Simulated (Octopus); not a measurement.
# Sb (P6_3/mmc) in Octopus: reference runs

Reference runs on Sb: the cell as given.

Everything below comes from runs of Octopus 16.4. Logs are shortened: lines on timing, memory, paths and dates and some standing lists are left out, and cuts for length are marked.

## (1) The structure

Symmetry: P6_3/mmc, No. 194, hexagonal system. Conventional cell: a = 3.355 Å, b = 3.355 Å, c = 5.470 Å, α = 90.00°, β = 90.00°, γ = 120.00°. Sb (site symmetry -6m2) has 12 Sb at 3.35 Å as nearest neighbours.

This isn't the form of Sb at room conditions, which is rhombohedral.

## (2) Single point, PBEsol

The input, inp:

```
CalculationMode = gs
UnitsOutput = eV_Angstrom
PeriodicDimensions = 3
ExperimentalFeatures = yes
PseudopotentialSet = pseudodojo_pbesol
%LatticeParameters
 1*angstrom | 1*angstrom | 1*angstrom
%
%LatticeVectors
 3.3545324186 | 0 | 0
 -1.6772662093 | 2.9051102923 | 0
 0 | 0 | 5.47016065
%
%ReducedCoordinates
 "Sb" | 0.6666666667 | 0.3333333333 | 0.75
 "Sb" | 0.3333333333 | 0.6666666667 | 0.25
%
%Spacing
 0.12424194*angstrom | 0.12424194*angstrom | 0.12721304*angstrom
%
DerivativesOrder = 8
%KPointsGrid
 9 | 9 | 5
%
KPointsUseSymmetries = yes
XCFunctional = gga_x_pbe_sol + gga_c_pbe_sol
SmearingFunction = fermi_dirac
Smearing = 0.05*eV
ExtraStates = 6
Eigensolver = chebyshev_filter
ConvRelDens = 3e-7
MaximumIter = 120
```

Potentials or basis: pseudodojo_pbesol (PseudoDojo 0.4, PBEsol).

Run with:

```bash
> OMP_NUM_THREADS=1 octopus > out.log
```

out.log:

```text
Running octopus

Version                : 16.4
Optional libraries     :

************************** Calculation Mode **************************
Input: [CalculationMode = gs]
**********************************************************************

Input: [SpinComponents = unpolarized]

******************************* Space ********************************
Octopus will run in 3 dimension(s).
Octopus will treat the system as periodic in 3 dimension(s).
**********************************************************************

Input: [AllElectronType = no]
Input: [PseudopotentialSet = pseudodojo_pbesol]
Reading Coordinates from ReducedCoordinates block

****************************** Species *******************************
  Species 'Sb'
    type             : pseudopotential
    file             : 'Sb.upf'
    file format      : UPF2
    valence charge   : 15.0
    atomic number    :  51
    form on file     : kleinman-bylander
    lmax             : 2
    llocal           : -1
    projectors per l : 2
    total projectors : 6
    application form : kleinman-bylander
    orbitals         :  9
    bound orbitals   :  9

**********************************************************************

***************************** Symmetries *****************************
Space group No.  194
International: P6_3/mmc
Schoenflies: D6h^4
Info: The system has    12 symmorphic symmetries that can be used.
  Index                Rotation matrix                      Fractional translations
    1 :     1   0   0     0   1   0     0   0   1      0.000000    0.000000    0.000000
    2 :    -1   0   0     0  -1   0     0   0  -1      0.000000    0.000000    0.000000
    3 :     0   1   0    -1  -1   0     0   0   1      0.000000    0.000000    0.000000
    4 :     0  -1   0     1   1   0     0   0  -1      0.000000    0.000000    0.000000
    5 :    -1  -1   0     1   0   0     0   0   1      0.000000    0.000000    0.000000
    6 :     1   1   0    -1   0   0     0   0  -1      0.000000    0.000000    0.000000
    7 :    -1  -1   0     0   1   0     0   0  -1      0.000000    0.000000    0.000000
    8 :     1   1   0     0  -1   0     0   0   1      0.000000    0.000000    0.000000
    9 :     0   1   0     1   0   0     0   0  -1      0.000000    0.000000    0.000000
   10 :     0  -1   0    -1   0   0     0   0   1      0.000000    0.000000    0.000000
   11 :     1   0   0    -1  -1   0     0   0  -1      0.000000    0.000000    0.000000
   12 :    -1   0   0     1   1   0     0   0   1      0.000000    0.000000    0.000000
Info: The system also has    12 nonsymmorphic symmetries (not used for electrons).
    1 :     1   1   0    -1   0   0     0   0   1     -0.000000    0.000000   -0.500000
    2 :    -1  -1   0     1   0   0     0   0  -1     -0.000000   -0.000000   -0.500000
    3 :    -1   0   0     0  -1   0     0   0   1     -0.000000   -0.000000   -0.500000
    4 :     1   0   0     0   1   0     0   0  -1      0.000000    0.000000   -0.500000
    5 :     0  -1   0     1   1   0     0   0   1      0.000000   -0.000000   -0.500000
    6 :     0   1   0    -1  -1   0     0   0  -1     -0.000000   -0.000000   -0.500000
    7 :     0  -1   0    -1   0   0     0   0  -1     -0.000000   -0.000000   -0.500000
    8 :     0   1   0     1   0   0     0   0   1      0.000000    0.000000   -0.500000
    9 :    -1   0   0     1   1   0     0   0  -1     -0.000000    0.000000   -0.500000
   10 :     1   0   0    -1  -1   0     0   0   1     -0.000000   -0.000000   -0.500000
   11 :     1   1   0     0  -1   0     0   0  -1      0.000000   -0.000000   -0.500000
   12 :    -1  -1   0     0   1   0     0   0   1     -0.000000   -0.000000   -0.500000
**********************************************************************

Input: [CurvMethod = curv_affine]
Input: [DerivativesStencil = stencil_stargeneral]

****************************** Lattice *******************************
  Lattice Vectors [A]
[... 161 lines left out ...]
Input: [MixingScheme = broyden]
Info: Mixing uses    4 steps and restarts after   20 steps.
Input: [LCAOStart = lcao_states]
Input: [LCAOScaleFactor = 1.000]
Input: [LCAOMaximumOrbitalRadius = 10.58 A]

** Warning:
**   Cannot do LCAO for all states because there are not enough atomic orbitals.
**   Required: 21. Available: 18. 3 orbitals will be randomized.

Info: Unnormalized total charge =     30.001086
Info: Renormalized total charge =     30.000000

** Warning:
**   Symmetrization discrepancy ratio (scalar) =  3.85341E-05

Info: Setting up Hamiltonian.
Info: Performing initial LCAO calculation with     18 orbitals.
Info: Getting Hamiltonian matrix elements.

Eigenvalues [eV]
 #st  Spin   Eigenvalue      Occupation
#k =       1, k = (  0.000000,  0.000000,  0.000000)
   1   --   -22.235472       2.000000
   2   --   -22.225946       2.000000
   3   --   -22.224629       2.000000
   4   --   -22.224297       2.000000
   5   --   -22.220435       2.000000
   6   --   -22.220110       2.000000
[... 10 lines left out ...]
  17   --    12.257196       2.000000
  18   --    12.361017       2.000000
#k =       2, k = (  0.111111,  0.000000,  0.000000)
   1   --   -21.936365       2.000000
   2   --   -21.927235       2.000000
   3   --   -21.909220       2.000000
   4   --   -21.854307       2.000000
   5   --   -21.528729       2.000000
   6   --   -21.519720       2.000000
[... 10 lines left out ...]
  17   --    12.581937       2.000000
  18   --    12.595232       2.000000
[... 48 further k-points ...]
Fermi energy =    14.218104 eV
Generating random wavefunctions for states       19 and above
Orthogonalizing wavefunctions.
Info: Ground-state restart information will be written to 'restart/gs'.
Info: SCF using complex wavefunctions.
Info: Starting SCF iteration.

** Warning:
**   Symmetrization discrepancy ratio (scalar) =  5.32645E-03

*********************** SCF CYCLE ITER #    1 ************************
 etot  = -4.93261625E+03 abs_ev   =  1.82E+02 rel_ev   =  4.23E-01
 ediff =        1.81E+02 abs_dens =  3.00E-01 rel_dens =  9.99E-03
Matrix vector products: 1250
Converged eigenvectors: 0

#  State  KPoint  Eigenvalue [eV]  Occupation    Error
      1      38      -22.270160    2.000000   ( 1.4E-03)
      1      41      -22.267122    2.000000   ( 1.7E-03)
      1      40      -22.267116    2.000000   ( 1.8E-03)
      1      21      -22.262956    2.000000   ( 1.1E-03)
      1      39      -22.261204    2.000000   ( 9.5E-04)
      1      27      -22.260520    2.000000   ( 1.4E-03)
      1      26      -22.260516    2.000000   ( 1.5E-03)
      1      48      -22.259537    2.000000   ( 2.3E-03)
[... 23 lines left out ...]
     21      34       21.351430    0.000000   ( 1.7E-01)
     21      17       21.458824    0.000000   ( 1.7E-01)
     21      31       21.578434    0.000000   ( 1.4E-01)
     21      44       21.887737    0.000000   ( 1.8E-01)
     21      22       21.912837    0.000000   ( 2.0E-01)
     21      28       22.045677    0.000000   ( 2.5E-01)
     21      33       22.151002    0.000000   ( 2.2E-01)
     21      26       22.396125    0.000000   ( 2.0E-01)

Density of states:

%---------------------------------------------------------------------
%---------------------------------------------------------------------
%---------------------------------------------------------------------
%---------------------------------------------------------------------
%---------------------------------------------------------------------
%---------------------------------------------------------------------
%---------------------------------------------------------------------
%---------------------------------------------------------------------
%---------------------------------------------------------------------
%-------------------------------------%---------%---------------------
                                             ^

Fermi energy =     6.800145 eV

**********************************************************************

*********************** SCF CYCLE ITER #    2 ************************
 etot  = -4.93245285E+03 abs_ev   =  2.67E+00 rel_ev   =  6.17E-03
 ediff =        6.01E-03 abs_dens =  1.78E-01 rel_dens =  5.93E-03
Matrix vector products: 1250
Converged eigenvectors: 0
[... 151 lines left out ...]
*********************** SCF CYCLE ITER #   15 ************************
 etot  = -4.94020204E+03 abs_ev   =  1.31E-05 rel_ev   =  2.98E-08
 ediff =        3.61E-08 abs_dens =  4.04E-06 rel_dens =  1.35E-07
Matrix vector products: 1250
Converged eigenvectors: 459

#  State  KPoint  Eigenvalue [eV]  Occupation    Error
      1      38      -22.649399    2.000000   ( 1.9E-08)
      1      41      -22.646769    2.000000   ( 1.7E-08)
      1      40      -22.646769    2.000000   ( 2.0E-08)
      1      21      -22.642607    2.000000   ( 2.0E-08)
      1      48      -22.640787    2.000000   ( 2.2E-08)
      1      47      -22.640787    2.000000   ( 2.1E-08)
      1      39      -22.640746    2.000000   ( 2.0E-08)
      1      27      -22.640525    2.000000   ( 2.0E-08)
[... 23 lines left out ...]
     21      19       17.210373    0.000000   ( 3.9E-02)
     21       2       17.245801    0.000000   ( 1.9E-02)
     20      46       17.432793    0.000000   ( 8.4E-03)
     21       1       17.460357    0.000000   ( 2.1E-02)
     21      46       17.817486    0.000000   ( 2.8E-02)
     20      44       19.279245    0.000000   ( 3.0E-03)
     21      31       19.402884    0.000000   ( 2.9E-02)
     21      44       20.000587    0.000000   ( 1.8E-02)

Density of states:

%---------------------------------------------------------------------
%---------------------------------------------------------------------
%---------------------------------------------------------------------
%---------------------------------------------------------------------
%---------------------------------------------------------------------
%---------------------------------------------------------------------
%---------------------------------------------------------------------
%---------------------------------------------------------------------
%---------------------------------------------------------------------
%-------------------------------------------------%---------%---------
                                               ^

Fermi energy =     6.518022 eV

**********************************************************************

Info: SCF converged in   15 iterations

** Warning:
**   Some of the states are not fully converged!

Info: Number of matrix-vector products:      18750
Info: Finished writing information to 'restart/gs'.

Octopus emitted 19 warnings.
```

Run time: 9.5 min. Hardware: 1 thread of Arm Neoverse V1, shared host; peak memory 1.6 GiB.

What came out:

```yaml
Free_energy: -4940.2141 eV
Band_gap_on_the_k_mesh: none (metal or under the smearing width)
```
